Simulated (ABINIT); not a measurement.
## BAs (F-43m): G0W0 with ABINIT, start to end

Wanted: ground state, empty states, screening and self-energy for BAs (F-43m).

Program: ABINIT 10.8.3. Level of theory: LDA and many-body steps on it, plane waves. Results are calculated unless marked as measured.

**Experimental background.**

- Gap 2.02 eV: indirect gap from square root of absorption coefficient, average of three samples; transmission and reflection spectroscopy; 300 K; bulk crystal (CVT-grown platelets about 10 um thick) (“Optical properties of cubic boron arsenide”, 2019, arxiv:1911.04914).

- Gap 4.12 eV: direct gap from square of absorption coefficient, average of two samples; spectroscopic ellipsometry; 300 K; bulk crystal (CVT-grown opaque bulk crystals) (“Optical properties of cubic boron arsenide”, 2019, arxiv:1911.04914).

- Gap 1.82 eV: indirect gap from Tauc plot of optical absorption; UV-visible absorption, indirect Tauc plot; 300 K; bulk crystal (three thin as-grown single crystals with the same absorption edge) (“Photoluminescence mapping and time-domain thermo-photoluminescence for rapid imaging and measurement of thermal conductivity of boron arsenide”, 2019, arxiv:1910.07149).

## Step 1: Starting point

It takes space group F-43m (No. 216, cubic). Conventional cell: a = 4.777 Å, b = 4.777 Å, c = 4.777 Å, α = 90.00°, β = 90.00°, γ = 90.00°. Nearest to B lie 4 As at 2.07 Å. As has 4 B at 2.07 Å nearest. Farther neighbours are not listed.

Structure file:

```cif
data_structure
_symmetry_space_group_name_H-M 'P 1'
_symmetry_Int_Tables_number 1
_cell_length_a 3.3778
_cell_length_b 3.3778
_cell_length_c 3.3778
_cell_angle_alpha 60.000
_cell_angle_beta 60.000
_cell_angle_gamma 60.000
_cell_volume 27.25
loop_
_atom_site_label
_atom_site_type_symbol
_atom_site_fract_x
_atom_site_fract_y
_atom_site_fract_z
_atom_site_occupancy
B1 B 0.00000 0.00000 0.00000 1
As2 As 0.25000 0.25000 0.25000 1
```

The cell and positions come from the Crystallography Open Database and are kept as given unless a step says otherwise.

## Step 2: Ground state

This step: ABINIT 10.8.3; DFT, LDA, plane waves, norm-conserving pseudopotentials.

The ground-state density comes first.

run.abi reads:

```
acell 3*1.0 Angstrom
rprim 
  -0.000000000000 2.388500000000 2.388500000000
  2.388500000000 -0.000000000000 2.388500000000
  2.388500000000 2.388500000000 -0.000000000000
ntypat 2
znucl 5 33
natom 2
typat 1 2
xred 
  0.000000000000 0.000000000000 0.000000000000
  0.250000000000 0.250000000000 0.250000000000
pp_dirpath "pseudos"
pseudos "B.upf, As.upf"
ecut 34
ngkpt 8 8 8
nshiftk 1
shiftk 0 0 0
kptopt 1
chksymbreak 0
nband 14
occopt 1
tolvrs 1e-10
nstep 60
prtwf 0
optforces 0
optstress 0
indata_prefix "in"
outdata_prefix "out"
tmpdata_prefix "tmp"
```

Started as:

```console
OMP_NUM_THREADS=1 mpirun -n 4 abinit run.abi > log
```

Numbers of over 12 decimals in the logs are rounded to 6 here.

What it wrote:

```text
.Version 10.8.3 of ABINIT. v10.8.2 released Aug 2026.

 Symmetries : space group F-4 3 m (#216); Bravais cF (face-center cubic)
================================================================================
 Values of the parameters that define the memory need of the present run
     intxc =       0    ionmov =       0      iscf =       7    lmnmax =       6
     lnmax =       6     mgfft =      36  mpssoang =       3    mqgrid =    3001
     natom =       2  nloc_mem =       1    nspden =       1   nspinor =       1
    nsppol =       1      nsym =      24    n1xccc =    2501    ntypat =       2
    occopt =       1   xclevel =       1
-    mband =          14        mffmem =           1         mkmem =           8
       mpw =        1762          nfft =       46656          nkpt =          29
================================================================================
  Rough estimation (10% accuracy) of disk space for files :
================================================================================

--------------------------------------------------------------------------------
------------- Echo of variables that govern the present computation ------------
--------------------------------------------------------------------------------
 -outvars: echo values of preprocessed input variables --------
            acell      1.8897261259E+00  1.8897261259E+00  1.8897261259E+00 Bohr

      chksymbreak           0
             ecut      3.40000000E+01 Hartree
-          fftalg         312

              ixc       -1012
              kpt      0.00000000E+00  0.00000000E+00  0.00000000E+00
                       1.25000000E-01  0.00000000E+00  0.00000000E+00
                       2.50000000E-01  0.00000000E+00  0.00000000E+00
                       3.75000000E-01  0.00000000E+00  0.00000000E+00
                       5.00000000E-01  0.00000000E+00  0.00000000E+00
                       1.25000000E-01  1.25000000E-01  0.00000000E+00
                       2.50000000E-01  1.25000000E-01  0.00000000E+00
                       3.75000000E-01  1.25000000E-01  0.00000000E+00
                       5.00000000E-01  1.25000000E-01  0.00000000E+00
   [... 18 further rows ...]
                      -3.75000000E-01  5.00000000E-01  1.25000000E-01
                      -2.50000000E-01  5.00000000E-01  2.50000000E-01
         kptrlatt        8    0    0      0    8    0      0    0    8
          kptrlen      5.10656775E+01
P           mkmem           8
            natom           2
            nband          14
            ngfft          36      36      36
             nkpt          29
            nstep          60
             nsym          24
           ntypat           2
              occ      2.000000  2.000000  2.000000  2.000000  2.000000  2.000000
                       2.000000  2.000000  2.000000  0.000000  0.000000  0.000000
                       0.000000  0.000000
        optforces           0
        optstress           0
            prtwf           0
            rprim     -0.0000000000E+00  2.3885000000E+00  2.3885000000E+00
[...]
spgroup         216

           tolvrs      1.00000000E-10

             xred      0.0000000000E+00  0.0000000000E+00  0.0000000000E+00
[...]
znucl        5.00000   33.00000

================================================================================

 chkinp: Checking input parameters for consistency.

================================================================================
== DATASET  1 ==================================================================
-   mpi_nproc: 4, omp_nthreads: 1 (-1 if OMP is not activated)

--- !DatasetInfo
iteration_state: {dtset: 1, }
dimensions: {natom: 2, nkpt: 29, mband: 14, nsppol: 1, nspinor: 1, nspden: 1, mpw: 1762, }
cutoff_energies: {ecut:  34.0, pawecutdg:  -1.0, }
electrons: {nelect:   1.80000000E+01, charge:   0.00000000E+00, occopt:   1.00000000E+00, tsmear:   1.00000000E-02, }

 Real(R)+Recip(G) space primitive vectors, cartesian coordinates (Bohr,Bohr^-1):
 R(1)=  0.0000000  4.5136109  4.5136109  G(1)= -0.1107761  0.1107761  0.1107761
 R(2)=  4.5136109  0.0000000  4.5136109  G(2)=  0.1107761 -0.1107761  0.1107761
 R(3)=  4.5136109  4.5136109  0.0000000  G(3)=  0.1107761  0.1107761 -0.1107761
 Unit cell volume ucvol=  1.8390873E+02 bohr^3
 Angles (23,13,12)=  6.00000000E+01  6.00000000E+01  6.00000000E+01 degrees

 getcut: wavevector=  0.0000  0.0000  0.0000  ngfft=  36  36  36
         ecut(hartree)=     34.000   => boxcut(ratio)=   2.14862

--- Pseudopotential description ------------------------------------------------
- B Generated using ONCVPSP code by D. R. Hamann
-  5.00000   3.00000  180309                  znucl, zion, pspdat
12 -1012 1 -1 1498                            pspcod,pspxc,lmax,lloc,mmax
     nproj     2     2     0
  pspatm : epsatm=    3.19369156
         --- l  ekb(1:nproj) -->
[...]
pspatm: atomic psp has been read  and splines computed

- As Generated using ONCVPSP code by D. R. Hamann
- 33.00000  15.00000  180309                  znucl, zion, pspdat
12 -1012 2 -1 1326                            pspcod,pspxc,lmax,lloc,mmax
     nproj     2     2     2
  pspatm : epsatm=   28.05037194
         --- l  ekb(1:nproj) -->
[...]
2   -9.901684   -4.018623
 pspatm: atomic psp has been read  and splines computed

   5.62393143E+02                                ecore*ucvol(ha*bohr**3)
--------------------------------------------------------------------------------

_setup2: Arith. and geom. avg. npw (full set) are    1740.061    1740.037

================================================================================

--- !BeginCycle
iteration_state: {dtset: 1, }
solver: {iscf: 7, nstep: 60, nline: 4, wfoptalg: 0, }
tolerances: {tolvrs: 1.00E-10, }

     iter   Etot(hartree)      deltaE(h)  residm     vres2
 ETOT  1  -108.53136016532    -1.085E+02 1.462E+00 1.566E+02
 ETOT  2  -108.91770055917    -3.863E-01 7.013E-02 5.356E+01
 ETOT  3  -108.92706565055    -9.365E-03 6.607E-03 3.454E-01
 ETOT  4  -108.92710388558    -3.824E-05 2.309E-03 1.411E-02
 ETOT  5  -108.92710581564    -1.930E-06 2.096E-03 6.128E-04
 ETOT  6  -108.92710587566    -6.001E-08 1.423E-03 2.856E-06
 ETOT  7  -108.92710587604    -3.868E-10 2.304E-03 3.735E-08
 ETOT  8  -108.92710587605    -6.366E-12 9.094E-04 4.518E-10
 ETOT  9  -108.92710587605     4.022E-12 1.226E-03 1.637E-11

 At SCF step    9       vres2   =  1.64E-11 < tolvrs=  1.00E-10 =>converged.

--- !ResultsGS
iteration_state: {dtset: 1, }
comment   : Summary of ground state results
lattice_vectors:
- [ -0.0000000,   4.5136109,   4.5136109, ]
- [  4.5136109,  -0.0000000,   4.5136109, ]
- [  4.5136109,   4.5136109,  -0.0000000, ]
lattice_lengths: [   6.38321,    6.38321,    6.38321, ]
lattice_angles: [ 60.000,  60.000,  60.000, ] # degrees, (23, 13, 12)
lattice_volume:   1.8390873E+02
convergence: {deltae:  4.022E-12, res2:  1.637E-11, residm:  1.226E-03, diffor:  0.000E+00, }
etotal    :  -1.08927106E+02
entropy   :   0.00000000E+00
fermie    :   2.36679819E-01
cartesian_stress_tensor: null
pressure_GPa: null
xred      :
- [  0.0000E+00,   0.0000E+00,   0.0000E+00,  B]
- [  2.5000E-01,   2.5000E-01,   2.5000E-01, As]
cartesian_forces: null
force_length_stats: {min: null, max: null, mean: null, }

 Integrated electronic density in atomic spheres:
 ------------------------------------------------
 Atom  Sphere_radius  Integrated_density
    1        2.00000          2.53423294
    2        2.00000         12.49050116
================================================================================

 ----iterations are completed or convergence reached----

 Mean square residual over all n,k,spin=   32.815E-07; max=  12.258E-04
 reduced coordinates (array xred) for    2 atoms
       0.000000000000      0.000000000000      0.000000000000
       0.250000000000      0.250000000000      0.250000000000
 rms dE/dt=  0.0000E+00; max dE/dt=  0.0000E+00; dE/dt below (all hartree)
    1       0.000000000000      0.000000000000      0.000000000000
    2       0.000000000000      0.000000000000      0.000000000000

 cartesian coordinates (angstrom) at end:
    1      0.000000     0.000000     0.000000
    2      1.194250     1.194250     1.194250
 length scales=  1.889726125908  1.889726125908  1.889726125908 bohr
              =  1.000000000000  1.000000000000  1.000000000000 angstroms
 prteigrs : about to open file out_EIG
 Fermi (or HOMO) energy (hartree) =   0.23668   Average Vxc (hartree)=  -0.42323
 Eigenvalues (hartree) for nkpt=  29  k points:
 kpt#   1, nband= 14, wtk=  0.00195, kpt=  0.0000  0.0000  0.0000 (reduced coord)
  -1.08684   -1.08684   -1.08684   -1.08595   -1.08595   -0.32904    0.23668    0.23668
   0.23668    0.35665    0.35665    0.35665    0.40745    0.58131
 prteigrs : prtvol=0 or 1, do not print more k-points.

--- !EnergyTerms
iteration_state     : {dtset: 1, }
comment             : Components of total free energy in Hartree
kinetic             :  7.80991706314043E+01
hartree             :  3.04945492151110E+01
xc                  : -2.46157161366196E+01
Ewald energy        : -6.34210613330840E+01
psp_core            :  3.05800141712149E+00
local_psp           : -8.17154835216039E+01
non_local_psp       : -5.08265661483751E+01
total_energy        : -1.08927105876046E+02
total_energy_eV     : -2.96405755064995E+03
band_energy         : -1.08958849788159E+01

== END DATASET(S) ==============================================================
================================================================================

 -outvars: echo values of variables after computation  --------
           etotal     -1.0892710588E+02
            nband          14
             nkpt          29
          spgroup         216
 [... the other variables as echoed above ...]

 Calculation completed.
```

It took 6.5 s on 4 MPI ranks of Arm Neoverse V2, shared host; peak memory 0.27 GiB.

This step gave:

| Quantity | Value |
| --- | --- |
| total energy | -2964.0576 eV |
| gap | 1.158 eV |
| k of the valence top | 0, 0, 0 |
| k of the conduction bottom | 0.375, 0.375, 0 |
| least direct gap | 3.265 eV |

The gap is indirect, with the least direct gap 2.11 eV higher.

(Part 1 of 3 ends here.)

[Paths, hosts, dates, memory and timing lines, banners, echoed tables and standing remarks are left out of the program output.]

[Logs are printed without paths, hosts, clocks, repeated set-up lines and the standing remarks that a program may print on its own settings, such as how far it seeks lower states.]

[Runs of the session that timed out or met a known fault of the program may be left out.]

[Hosts, paths, dates, database ids (printed as entryN), source tags and the programs' standing remarks are cut or masked in the printed files.]

[G0W0 gaps are taken among the corrected bands and points alone; a level outside them can change the order at an edge.]

[Where Ansatz stands beside ABINIT at settings called matched, ABINIT's density can come from a denser mesh and the files from another edition; pairs whose starting gaps differed by over 0.03 eV were left out, so agreement reads better than it is.]
